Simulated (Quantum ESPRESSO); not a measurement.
Write the native input for Quantum ESPRESSO 7.5 that does the following.

| Quantity | Value |
| --- | --- |
| Task | band structure |
| Functional | PBEsol |
| Potentials or basis | PseudoDojo 0.4 FR PBEsol standard |
| Cutoff | 1143 eV |
| Density cutoff | 4572 eV |
| k mesh | 9 × 9 × 9 |
| Occupations | fermi-dirac, width 0.05 eV |
| Spin | spin-orbit coupling, no magnetisation |
| Mixing beta | 0.5 |
| Most SCF iterations | 120 |
| SCF threshold | 4e-10 Ry |

Crystal: AlPt.

```
Pt Al
1.0
     3.09155    0.00000    0.00000
     0.00000    3.09155    0.00000
     0.00000    0.00000    3.09155
Pt Al
1 1
Direct
  0.50000 0.50000 0.50000
  0.00000 0.00000 0.00000
```

Measurements of this composition are mostly on another form, of space group No. 198.

One way to write it, as run:

pw.in

```
&CONTROL
  calculation = 'scf'
  prefix = 'pwscf'
  outdir = './tmp'
  pseudo_dir = './pseudo'
  tprnfor = .true.
  tstress = .true.
  disk_io = 'low'
/
&SYSTEM
  ibrav = 0
  nat = 2
  ntyp = 2
  ecutwfc = 84
  nbnd = 34
  occupations = 'smearing'
  smearing = 'fd'
  degauss = 0.00367493
  noncolin = .true.
  lspinorb = .true.
/
&ELECTRONS
  conv_thr = 4d-10
  electron_maxstep = 120
  mixing_beta = 0.5
/
ATOMIC_SPECIES
Pt   195.0840 Pt.upf
Al    26.9815 Al.upf
CELL_PARAMETERS bohr
   5.8421752417    0.0000000000    0.0000000000
   0.0000000000    5.8421752417    0.0000000000
   0.0000000000    0.0000000000    5.8421752417
ATOMIC_POSITIONS bohr
Pt     2.9210876208    2.9210876208    2.9210876208
Al     0.0000000000    0.0000000000    0.0000000000
K_POINTS automatic
9 9 9 0 0 0
```

pp_density.in

```
&INPUTPP
  prefix = 'pwscf'
  outdir = './tmp'
  filplot = 'density.dat'
  plot_num = 0
/
&PLOT
  nfile = 1
  filepp(1) = 'density.dat'
  iflag = 3
  output_format = 6
  fileout = 'density.cube'
/
```

pp_potential.in

```
&INPUTPP
  prefix = 'pwscf'
  outdir = './tmp'
  filplot = 'potential.dat'
  plot_num = 11
/
&PLOT
  nfile = 1
  filepp(1) = 'potential.dat'
  iflag = 3
  output_format = 6
  fileout = 'potential.cube'
/
```

bands.in

```
&CONTROL
  calculation = 'bands'
  prefix = 'pwscf'
  outdir = './tmp'
  pseudo_dir = './pseudo'
  disk_io = 'low'
  verbosity = 'high'
/
&SYSTEM
  ibrav = 0
  nat = 2
  ntyp = 2
  ecutwfc = 84
  nbnd = 34
  occupations = 'smearing'
  smearing = 'fd'
  degauss = 0.00367493
  noncolin = .true.
  lspinorb = .true.
/
&ELECTRONS
  conv_thr = 1d-08
  electron_maxstep = 120
  mixing_beta = 0.5
  diago_full_acc = .true.
  startingwfc = 'random'
/
ATOMIC_SPECIES
Pt   195.0840 Pt.upf
Al    26.9815 Al.upf
CELL_PARAMETERS bohr
   5.8421752417    0.0000000000    0.0000000000
   0.0000000000    5.8421752417    0.0000000000
   0.0000000000    0.0000000000    5.8421752417
ATOMIC_POSITIONS bohr
Pt     2.9210876208    2.9210876208    2.9210876208
Al     0.0000000000    0.0000000000    0.0000000000
K_POINTS crystal
60
 0.0000000000  0.0000000000  0.0000000000 1
 0.0000000000  0.0714285714  0.0000000000 1
 0.0000000000  0.1428571429  0.0000000000 1
 0.0000000000  0.2142857143  0.0000000000 1
 0.0000000000  0.2857142857  0.0000000000 1
 0.0000000000  0.3571428571  0.0000000000 1
 0.0000000000  0.4285714286  0.0000000000 1
 0.0000000000  0.5000000000  0.0000000000 1
 0.0714285714  0.5000000000  0.0000000000 1
 0.1428571429  0.5000000000  0.0000000000 1
 0.2142857143  0.5000000000  0.0000000000 1
 0.2857142857  0.5000000000  0.0000000000 1
 0.3571428571  0.5000000000  0.0000000000 1
 0.4285714286  0.5000000000  0.0000000000 1
 0.5000000000  0.5000000000  0.0000000000 1
 0.4545454545  0.4545454545  0.0000000000 1
 0.4090909091  0.4090909091  0.0000000000 1
 0.3636363636  0.3636363636  0.0000000000 1
 0.3181818182  0.3181818182  0.0000000000 1
 0.2727272727  0.2727272727  0.0000000000 1
 0.2272727273  0.2272727273  0.0000000000 1
 0.1818181818  0.1818181818  0.0000000000 1
 0.1363636364  0.1363636364  0.0000000000 1
 0.0909090909  0.0909090909  0.0000000000 1
 0.0454545455  0.0454545455  0.0000000000 1
 0.0000000000  0.0000000000  0.0000000000 1
 0.0357142857  0.0357142857  0.0357142857 1
 0.0714285714  0.0714285714  0.0714285714 1
 0.1071428571  0.1071428571  0.1071428571 1
 0.1428571429  0.1428571429  0.1428571429 1
 0.1785714286  0.1785714286  0.1785714286 1
 0.2142857143  0.2142857143  0.2142857143 1
 0.2500000000  0.2500000000  0.2500000000 1
 0.2857142857  0.2857142857  0.2857142857 1
 0.3214285714  0.3214285714  0.3214285714 1
 0.3571428571  0.3571428571  0.3571428571 1
 0.3928571429  0.3928571429  0.3928571429 1
 0.4285714286  0.4285714286  0.4285714286 1
 0.4642857143  0.4642857143  0.4642857143 1
 0.5000000000  0.5000000000  0.5000000000 1
 0.4545454545  0.5000000000  0.4545454545 1
 0.4090909091  0.5000000000  0.4090909091 1
 0.3636363636  0.5000000000  0.3636363636 1
 0.3181818182  0.5000000000  0.3181818182 1
 0.2727272727  0.5000000000  0.2727272727 1
 0.2272727273  0.5000000000  0.2272727273 1
 0.1818181818  0.5000000000  0.1818181818 1
 0.1363636364  0.5000000000  0.1363636364 1
 0.0909090909  0.5000000000  0.0909090909 1
 0.0454545455  0.5000000000  0.0454545455 1
 0.0000000000  0.5000000000  0.0000000000 1
 0.5000000000  0.5000000000  0.0000000000 1
 0.5000000000  0.5000000000  0.0625000000 1
 0.5000000000  0.5000000000  0.1250000000 1
 0.5000000000  0.5000000000  0.1875000000 1
 0.5000000000  0.5000000000  0.2500000000 1
 0.5000000000  0.5000000000  0.3125000000 1
 0.5000000000  0.5000000000  0.3750000000 1
 0.5000000000  0.5000000000  0.4375000000 1
 0.5000000000  0.5000000000  0.5000000000 1
```

Potentials or basis: PseudoDojo 0.4 FR PBEsol standard.

The run is started by

```bash
$ OMP_NUM_THREADS=1 mpirun -n 2 pw.x -nk 2 -in pw.in > pw.out
$ OMP_NUM_THREADS=1 mpirun -n 1 pp.x -in pp_density.in > pp_density.out
$ OMP_NUM_THREADS=1 mpirun -n 1 pp.x -in pp_potential.in > pp_potential.out
$ OMP_NUM_THREADS=1 mpirun -n 2 pw.x -nk 2 -in bands.in > bands.out
```

Results of the run:

| Item | Value |
| --- | --- |
| Pressure | -6.0 GPa |
| Band gap on the k mesh | none (metal or under the smearing width) |

Caveat: some levels on the path didn't converge.

Run time: 53 s on 2 MPI ranks on AMD EPYC 9R45 96-Core Processor (Zen 5), with other jobs on the host, peak memory 0.3 GiB a rank.
